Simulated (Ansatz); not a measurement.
# InAs: how the settings move a single-point run

How sensitive is a single-point run of InAs to its settings? A reference run comes first, then four runs with altered input. The cell is built on a prototype (rocksalt) and needn't be the phase found in nature.

Computed with Ansatz 0.2.0 (reference: DFT, HSE06, plane waves, PAW, unless a step's input says otherwise).

9 further runs of the same task are left out: 1 for a known fault of the program, 8 that didn't finish.

### 1 The system as given

Symmetry: Fm-3m, No. 225, cubic system. The conventional cell has a = 5.683 Å, b = 5.683 Å, c = 5.683 Å, α = 90.00°, β = 90.00°, γ = 90.00°. In (site symmetry m-3m) has 6 As at 2.84 Å as nearest neighbours. Around As (site symmetry m-3m) lie 6 In at 2.84 Å.

Structure file:

```cif
data_structure
_symmetry_space_group_name_H-M 'Fm-3m'
_symmetry_Int_Tables_number 225
_cell_length_a 5.6829
_cell_length_b 5.6829
_cell_length_c 5.6829
_cell_angle_alpha 90.000
_cell_angle_beta 90.000
_cell_angle_gamma 90.000
_cell_volume 183.53
loop_
_atom_site_label
_atom_site_type_symbol
_atom_site_symmetry_multiplicity
_atom_site_Wyckoff_symbol
_atom_site_fract_x
_atom_site_fract_y
_atom_site_fract_z
_atom_site_occupancy
In1 In 4 a 0.00000 0.00000 0.00000 1
As1 As 4 b 0.50000 0.00000 0.00000 1
```

### 2 The reference run

File input.yaml:

```yaml
crystal:
  lattice:
    - [0.0, 2.8414336054, 2.8414336054]
    - [2.8414336054, 0.0, 2.8414336054]
    - [2.8414336054, 2.8414336054, 0.0]
  atoms:
    - { symbol: In, position: [0.0, 0.0, 0.0] }
    - { symbol: As, position: [0.5, 0.5, 0.5] }
kpoints:
  mp_grid: { grid: [4, 4, 4] }
hamiltonian:
  xc: hse06
scf:
  occupations: { method: fermi_dirac, width: 0.02 }
  n_extra_bands: 4
output:
  forces: true
  stress: true
  eigenvalues: true
  write_density: true
  write_potential: true
  elf: true
  volumetric_format: npy
```

The run is started by

```bash
$ ansatz run input.yaml --threads 4 --pin off --max-ram 3686MiB --backend cpu --events-out ev --progress --plain --runs-dir out
```

Log, cut to the lines that bear on the results:

```text
Warning: output.stress: scf.convergence.dr2_threshold = 1e-7 eV (the SCF's general default) is looser than the 2e-10 eV advised for a printed stress (1e-10 eV for each atom of the cell: 2). What an SCF threshold leaves in a stress goes as its square root, and in the free energy as the [...]
Warning: output.stress: scf.exx.energy_threshold = 1e-6 eV is looser than the 2e-8 eV advised for a stress under a hybrid functional (1e-8 eV for each atom of the cell: 2). Every SCF of the exchange loop can meet its threshold on dr2 while the loop round them stops early: no threshold on [...]
Warning: RAYON_NUM_THREADS=4 ignored (pool sized by the plan → 4); use --threads N
scf.n_extra_bands = 4 over 14 filled bands (N_el = 28.0): the run solves 18 bands
[...]
Pseudopotentials: kind: paw
Pseudopotential: In, paw, valence charge 13, recommended cutoff 420 eV (normal), In.paw.azcp
Pseudopotential: As, paw, valence charge 15, recommended cutoff 420 eV (normal), As.paw.azcp
Functional definition: HSE06
[...]
Crystal: 2 atoms, lattice volume = 45.882 Å³
Basis set: ecut = 420 eV, 893 PW (Γ), exchange–correlation on 54×54×54 points (8 copies of the dense FFT grid, shifted against one another)
Bands: 18, of which v1, the nominal top of the filled ones, is band 14 counted from 1 (13 counted from 0)
Symmetry: 48 space group operations
Space group: Fm-3m (ITA 225), of the structure as read, at distance tolerance 3.6e-5 Å
k-points: 8 of 64
[...]
SCF iter   1: F=—  HF=-10453.716726 eV  |F-HF|=—  |Δ(HF+E_count)|=         —  Δρ=5.39e-3  dr2=2.20e-2  ethr=1.77e-3  ⟨swp⟩=6.4  Hψ=567  notcnv=0
[...]
Frozen-core exchange: fock
[...]
SCF 2 stopped early in 5 iterations: F = -10458.802006 eV  dr2 = 2.85e-7
hybrid outer 1: dexx = +1.219e-2 eV, tail = 4.78e-5 eV
[...]
Frozen-core exchange: fock
[...]
SCF iter   4: F=-10458.801990 eV  HF=-10458.801990 eV  |F-HF|=2.11e-9  |Δ(HF+E_count)|=   7.14e-9  Δρ=3.00e-6  dr2=3.92e-9  ethr=7.47e-11  ⟨swp⟩=3.9  Hψ=357  notcnv=0
[...]
hybrid outer 2: dexx = +4.572e-7 eV, tail = 2.23e-8 eV, Δε = 2.96e-3 eV (about 1.07e-4 eV left of the loop's levels)
hybrid SCF converged: 2 outer / 9 inner (+8 warm-up), last move |dexx| = 4.57e-7 eV, tail = 2.23e-8 eV
Stability not checked: this state was not tested for a lower state beside it, because the functional holds exact exchange (a hybrid, or Hartree-Fock), whose exchange loop this test does not read (fock_operator; see scf.lower_state_search)
Free energy (F): -10458.801990 eV
Frozen-core exchange: fock
[...]
E sigma→0 (E₀):  -10458.800241 eV
Entropy (-TS):   -0.003498 eV (-1.749 meV/atom)
Fermi energy:    10.405676 eV
[...]
--- Forces (eV/Å), atoms counted from 1 ---
  atom   1  In     0.00000000    -0.00000000    -0.00000000
  atom   2  As    -0.00000000     0.00000000     0.00000000
[...]
--- Stress (GPa, compression-positive) ---
        0.559415      -0.000000       0.000000
       -0.000000       0.559415       0.000000
        0.000000       0.000000       0.559415
  P = ⅓ Tr σ = 0.5594 GPa (5.594 kbar)
--- Band table (eV; the first three rows and the last of 8) ---
  k-point 0: bands = ["-28.2321", "-28.2321", "-28.2233", "-28.2233", "-28.2233", "-6.3892", "-6.3892", "-6.3595", "-6.3595", "-6.3595", "-3.4658", "9.9192", "9.9192", "9.9192", "10.3116", "18.0288", "18.0288", "18.0288"]
[...]
```

It took 5 s on 4 threads of an Arm CPU, shared host; peak memory 0.72 GiB.

### 3 Variant: exchange pbe, correlation pbe, coeff 0.75, omega 0.5

input.yaml, as its differences from that of step 2:

```diff
@@ -11,3 +11,3 @@
 hamiltonian:
-  xc: hse06
+  xc: { exchange: pbe, correlation: pbe, exx: { coeff: 0.75, omega: 0.5 } }
 scf:
@@ -19,5 +19 @@
   eigenvalues: true
-  write_density: true
-  write_potential: true
-  elf: true
-  volumetric_format: npy
```

The run is started by

```bash
$ ansatz run input.yaml --threads 4 --pin off --max-ram 3686MiB --backend cpu --events-out ev --progress --plain --runs-dir out
```

Log, cut to the lines that bear on the results:

```text
Warning: output.stress: scf.convergence.dr2_threshold = 1e-7 eV (the SCF's general default) is looser than the 2e-10 eV advised for a printed stress (1e-10 eV for each atom of the cell: 2). What an SCF threshold leaves in a stress goes as its square root, and in the free energy as the [...]
Warning: output.stress: scf.exx.energy_threshold = 1e-6 eV is looser than the 2e-8 eV advised for a stress under a hybrid functional (1e-8 eV for each atom of the cell: 2). Every SCF of the exchange loop can meet its threshold on dr2 while the loop round them stops early: no threshold on [...]
Warning: RAYON_NUM_THREADS=4 ignored (pool sized by the plan → 4); use --threads N
scf.n_extra_bands = 4 over 14 filled bands (N_el = 28.0): the run solves 18 bands
[...]
Pseudopotentials: kind: paw
Pseudopotential: In, paw, valence charge 13, recommended cutoff 420 eV (normal), In.paw.azcp
Pseudopotential: As, paw, valence charge 15, recommended cutoff 420 eV (normal), As.paw.azcp
Functional definition: unnamed
[...]
Crystal: 2 atoms, lattice volume = 45.882 Å³
Basis set: ecut = 420 eV, 893 PW (Γ), exchange–correlation on 54×54×54 points (8 copies of the dense FFT grid, shifted against one another)
[...]
hybrid outer 3: dexx = +1.445e-7 eV, tail = 1.80e-8 eV, Δε = 1.12e-3 eV (about 1.29e-4 eV left of the loop's levels)
hybrid SCF converged: 3 outer / 13 inner (+8 warm-up), last move |dexx| = 1.44e-7 eV, tail = 1.80e-8 eV
Stability not checked: this state was not tested for a lower state beside it, because the functional holds exact exchange (a hybrid, or Hartree-Fock), whose exchange loop this test does not read (fock_operator; see scf.lower_state_search)
Free energy (F): -10468.903054 eV
Frozen-core exchange: fock
[...]
E sigma→0 (E₀):  -10468.901400 eV
Entropy (-TS):   -0.003308 eV (-1.654 meV/atom)
Fermi energy:    10.236866 eV
[...]
--- Forces (eV/Å), atoms counted from 1 ---
  atom   1  In     0.00000000    -0.00000000    -0.00000000
  atom   2  As    -0.00000000     0.00000000    -0.00000000
[...]
--- Stress (GPa, compression-positive) ---
       -1.890182      -0.000000      -0.000000
        0.000000      -1.890182      -0.000000
        0.000000       0.000000      -1.890182
  P = ⅓ Tr σ = -1.8902 GPa (-18.902 kbar)
--- Band table (eV; the first three rows and the last of 8) ---
  k-point 0: bands = ["-34.2971", "-34.2971", "-34.2881", "-34.2881", "-34.2881", "-9.2026", "-9.2026", "-9.1412", "-9.1412", "-9.1412", "-4.6607", "9.8332", "9.8332", "9.8332", "10.7972", "18.0950", "18.0950", "18.0950"]
[...]
```

It took 6.1 s on 4 threads of an Arm CPU, shared host; peak memory 0.73 GiB.

Total energies don't compare across a change of functional; the pressure goes from 0.6 to -1.9 GPa. At this fixed cell a lower pressure means that this functional prefers a smaller volume than the reference.

### 4 Changing settings: exchange pbe, correlation pbe, coeff 0.05, omega 0.3

input.yaml, as its differences from that of step 2:

```diff
@@ -11,3 +11,3 @@
 hamiltonian:
-  xc: hse06
+  xc: { exchange: pbe, correlation: pbe, exx: { coeff: 0.05, omega: 0.3 } }
 scf:
@@ -19,5 +19 @@
   eigenvalues: true
-  write_density: true
-  write_potential: true
-  elf: true
-  volumetric_format: npy
```

The run is started by

```bash
$ ansatz run input.yaml --threads 4 --pin off --max-ram 3686MiB --backend cpu --events-out ev --progress --plain --runs-dir out
```

Log, cut to the lines that bear on the results:

```text
Warning: output.stress: scf.convergence.dr2_threshold = 1e-7 eV (the SCF's general default) is looser than the 2e-10 eV advised for a printed stress (1e-10 eV for each atom of the cell: 2). What an SCF threshold leaves in a stress goes as its square root, and in the free energy as the [...]
Warning: output.stress: scf.exx.energy_threshold = 1e-6 eV is looser than the 2e-8 eV advised for a stress under a hybrid functional (1e-8 eV for each atom of the cell: 2). Every SCF of the exchange loop can meet its threshold on dr2 while the loop round them stops early: no threshold on [...]
Warning: RAYON_NUM_THREADS=4 ignored (pool sized by the plan → 4); use --threads N
scf.n_extra_bands = 4 over 14 filled bands (N_el = 28.0): the run solves 18 bands
[...]
Pseudopotentials: kind: paw
Pseudopotential: In, paw, valence charge 13, recommended cutoff 420 eV (normal), In.paw.azcp
Pseudopotential: As, paw, valence charge 15, recommended cutoff 420 eV (normal), As.paw.azcp
Functional definition: unnamed
[...]
Crystal: 2 atoms, lattice volume = 45.882 Å³
Basis set: ecut = 420 eV, 893 PW (Γ), exchange–correlation on 54×54×54 points (8 copies of the dense FFT grid, shifted against one another)
[...]
hybrid outer 2: dexx = +3.427e-10 eV, tail = 1.57e-8 eV, Δε = 2.88e-4 eV (about 1.30e-4 eV left of the loop's levels)
hybrid SCF converged: 2 outer / 8 inner (+9 warm-up), last move |dexx| = 3.43e-10 eV, tail = 1.57e-8 eV
Stability not checked: this state was not tested for a lower state beside it, because the functional holds exact exchange (a hybrid, or Hartree-Fock), whose exchange loop this test does not read (fock_operator; see scf.lower_state_search)
Free energy (F): -10454.712190 eV
Frozen-core exchange: fock
[...]
E sigma→0 (E₀):  -10454.709344 eV
Entropy (-TS):   -0.005691 eV (-2.845 meV/atom)
Fermi energy:    10.646828 eV
[...]
--- Forces (eV/Å), atoms counted from 1 ---
  atom   1  In     0.00000000    -0.00000000    -0.00000000
  atom   2  As     0.00000000    -0.00000000    -0.00000000
[...]
--- Stress (GPa, compression-positive) ---
        2.730272       0.000000      -0.000000
        0.000000       2.730272       0.000000
       -0.000000      -0.000000       2.730272
  P = ⅓ Tr σ = 2.7303 GPa (27.303 kbar)
--- Band table (eV; the first three rows and the last of 8) ---
  k-point 0: bands = ["-25.1571", "-25.1571", "-25.1498", "-25.1498", "-25.1498", "-4.5386", "-4.5386", "-4.5219", "-4.5219", "-4.5219", "-2.1476", "10.0831", "10.2262", "10.2262", "10.2262", "17.6975", "17.6975", "17.6975"]
[...]
```

It took 4.7 s on 4 threads of an Arm CPU, shared host; peak memory 0.72 GiB.

After a change of functional the difference of the totals has no physical meaning; the pressure goes from 0.6 to 2.7 GPa. At this fixed cell a higher pressure means that this functional prefers a larger volume than the reference.

### 5 Changing settings: singularity wigner_seitz

input.yaml, as its differences from that of step 2:

```diff
@@ -15,2 +15,3 @@
   n_extra_bands: 4
+  exx: { singularity: wigner_seitz }
 output:
@@ -19,5 +20 @@
   eigenvalues: true
-  write_density: true
-  write_potential: true
-  elf: true
-  volumetric_format: npy
```

The run is started by

```bash
$ ansatz run input.yaml --threads 4 --pin off --max-ram 3686MiB --backend cpu --events-out ev --progress --plain --runs-dir out
```

Log, cut to the lines that bear on the results:

```text
Warning: output.stress: scf.convergence.dr2_threshold = 1e-7 eV (the SCF's general default) is looser than the 2e-10 eV advised for a printed stress (1e-10 eV for each atom of the cell: 2). What an SCF threshold leaves in a stress goes as its square root, and in the free energy as the [...]
Warning: output.stress: scf.exx.energy_threshold = 1e-6 eV is looser than the 2e-8 eV advised for a stress under a hybrid functional (1e-8 eV for each atom of the cell: 2). Every SCF of the exchange loop can meet its threshold on dr2 while the loop round them stops early: no threshold on [...]
Warning: RAYON_NUM_THREADS=4 ignored (pool sized by the plan → 4); use --threads N
scf.n_extra_bands = 4 over 14 filled bands (N_el = 28.0): the run solves 18 bands
[...]
Pseudopotentials: kind: paw
Pseudopotential: In, paw, valence charge 13, recommended cutoff 420 eV (normal), In.paw.azcp
Pseudopotential: As, paw, valence charge 15, recommended cutoff 420 eV (normal), As.paw.azcp
Functional definition: HSE06
[...]
Crystal: 2 atoms, lattice volume = 45.882 Å³
Basis set: ecut = 420 eV, 893 PW (Γ), exchange–correlation on 54×54×54 points (8 copies of the dense FFT grid, shifted against one another)
[...]
hybrid outer 2: dexx = +4.572e-7 eV, tail = 2.23e-8 eV, Δε = 2.96e-3 eV (about 1.07e-4 eV left of the loop's levels)
hybrid SCF converged: 2 outer / 9 inner (+8 warm-up), last move |dexx| = 4.57e-7 eV, tail = 2.23e-8 eV
Stability not checked: this state was not tested for a lower state beside it, because the functional holds exact exchange (a hybrid, or Hartree-Fock), whose exchange loop this test does not read (fock_operator; see scf.lower_state_search)
Free energy (F): -10458.801990 eV
Frozen-core exchange: fock
[...]
E sigma→0 (E₀):  -10458.800241 eV
Entropy (-TS):   -0.003498 eV (-1.749 meV/atom)
Fermi energy:    10.405676 eV
[...]
--- Forces (eV/Å), atoms counted from 1 ---
  atom   1  In     0.00000000    -0.00000000    -0.00000000
  atom   2  As    -0.00000000     0.00000000     0.00000000
[...]
--- Stress (GPa, compression-positive) ---
        0.559415      -0.000000       0.000000
       -0.000000       0.559415       0.000000
        0.000000       0.000000       0.559415
  P = ⅓ Tr σ = 0.5594 GPa (5.594 kbar)
--- Band table (eV; the first three rows and the last of 8) ---
  k-point 0: bands = ["-28.2321", "-28.2321", "-28.2233", "-28.2233", "-28.2233", "-6.3892", "-6.3892", "-6.3595", "-6.3595", "-6.3595", "-3.4658", "9.9192", "9.9192", "9.9192", "10.3116", "18.0288", "18.0288", "18.0288"]
[...]
```

Run time: 4.9 s. Hardware: 4 threads of an Arm CPU, shared host; peak memory 0.72 GiB.

The run with the changed singularity converges; its total energy is not set against the reference here.

### 6 Changed: dr2_threshold 1.0e-12

input.yaml, as its differences from that of step 2:

```diff
@@ -15,2 +15,4 @@
   n_extra_bands: 4
+  convergence: { dr2_threshold: 1.0e-12 }
+  max_iter: 59
 output:
@@ -19,5 +21 @@
   eigenvalues: true
-  write_density: true
-  write_potential: true
-  elf: true
-  volumetric_format: npy
```

The run is started by

```bash
$ ansatz run input.yaml --threads 4 --pin off --max-ram 3686MiB --backend cpu --events-out ev --progress --plain --runs-dir out
```

Log, cut to the lines that bear on the results:

```text
Warning: output.stress: scf.exx.energy_threshold = 1e-6 eV is looser than the 2e-8 eV advised for a stress under a hybrid functional (1e-8 eV for each atom of the cell: 2). Every SCF of the exchange loop can meet its threshold on dr2 while the loop round them stops early: no threshold on [...]
Warning: RAYON_NUM_THREADS=4 ignored (pool sized by the plan → 4); use --threads N
scf.n_extra_bands = 4 over 14 filled bands (N_el = 28.0): the run solves 18 bands
[...]
Pseudopotentials: kind: paw
Pseudopotential: In, paw, valence charge 13, recommended cutoff 420 eV (normal), In.paw.azcp
Pseudopotential: As, paw, valence charge 15, recommended cutoff 420 eV (normal), As.paw.azcp
Functional definition: HSE06
[...]
Crystal: 2 atoms, lattice volume = 45.882 Å³
Basis set: ecut = 420 eV, 893 PW (Γ), exchange–correlation on 54×54×54 points (8 copies of the dense FFT grid, shifted against one another)
Bands: 18, of which v1, the nominal top of the filled ones, is band 14 counted from 1 (13 counted from 0)
Symmetry: 48 space group operations
[...]
hybrid SCF converged: 2 outer / 13 inner (+11 warm-up), last move |dexx| = 4.66e-7 eV, tail = 1.13e-8 eV
Stability not checked: this state was not tested for a lower state beside it, because the functional holds exact exchange (a hybrid, or Hartree-Fock), whose exchange loop this test does not read (fock_operator; see scf.lower_state_search)
Free energy (F): -10458.801990 eV
Frozen-core exchange: fock
[...]
E sigma→0 (E₀):  -10458.800241 eV
Entropy (-TS):   -0.003498 eV (-1.749 meV/atom)
Fermi energy:    10.405708 eV
[...]
--- Forces (eV/Å), atoms counted from 1 ---
  atom   1  In    -0.00000000     0.00000000    -0.00000000
  atom   2  As    -0.00000000     0.00000000    -0.00000000
[...]
--- Stress (GPa, compression-positive) ---
        0.558675      -0.000000       0.000000
       -0.000000       0.558675       0.000000
        0.000000      -0.000000       0.558675
  P = ⅓ Tr σ = 0.5587 GPa (5.587 kbar)
--- Band table (eV; the first three rows and the last of 8) ---
  k-point 0: bands = ["-28.2320", "-28.2320", "-28.2232", "-28.2232", "-28.2232", "-6.3893", "-6.3893", "-6.3596", "-6.3596", "-6.3596", "-3.4658", "9.9193", "9.9193", "9.9193", "10.3116", "18.0288", "18.0288", "18.0288"]
[...]
```

Wall time 5.1 s (4 threads of an Arm CPU, shared host); peak memory 0.72 GiB.

The changed convergence setting doesn't alter the result here (within 0.5 meV/atom).

### 7 All runs together

```tsv
run	ending	energy change	pressure (GPa)	gap (eV)	force (eV/Å)	cycles	time
reference	converged	0	0.6	0.00	0.00	17	5 s
1: exchange pbe, correlation pbe, coeff 0.75, omega 0.5	converged	not comparable	-1.9	0.00	0.00	21	6.1 s
2: exchange pbe, correlation pbe, coeff 0.05, omega 0.3	converged	not comparable	2.7	0.00	0.00	17	4.7 s
3: singularity wigner_seitz	converged	-	0.6	0.00	0.00	17	4.9 s
4: dr2_threshold 1.0e-12	converged	0.0 meV/atom	0.6	0.00	0.00	24	5.1 s
```

Times don't compare one to one where runs were asked for different outputs or read a saved state (see the inputs); cycles may leave out searches for a lower state.

Residual by cycle in the longest SCF loop of each run; runs are numbered as in the table. The quantity is the density residual dr2, in eV.

```tsv
cycle	reference	run 1	run 2	run 3	run 4
1	0.022	0.0197	0.0239	0.022	0.022
2	0.00412	0.00464	0.00385	0.00412	0.00412
3	1.1e-4	1.0e-4	4.6e-5	1.1e-4	1.1e-4
4	9.3e-6	6.4e-6	7.0e-6	9.3e-6	9.3e-6
5	4.0e-6	1.9e-6	6.5e-6	4.0e-6	4.0e-6
6	7.0e-7	1.8e-7	1.3e-6	7.0e-7	7.0e-7
7	1.3e-9	1.8e-9	2.4e-8	1.3e-9	1.3e-9
8	4.2e-10	7.3e-10	2.2e-9	4.2e-10	4.2e-10
9	-	-	4.3e-11	-	1.0e-9
10	-	-	-	-	2.1e-11
11	-	-	-	-	9.7e-13
```

**Reading.** «dr2_threshold 1.0e-12» leaves the energy as it was.
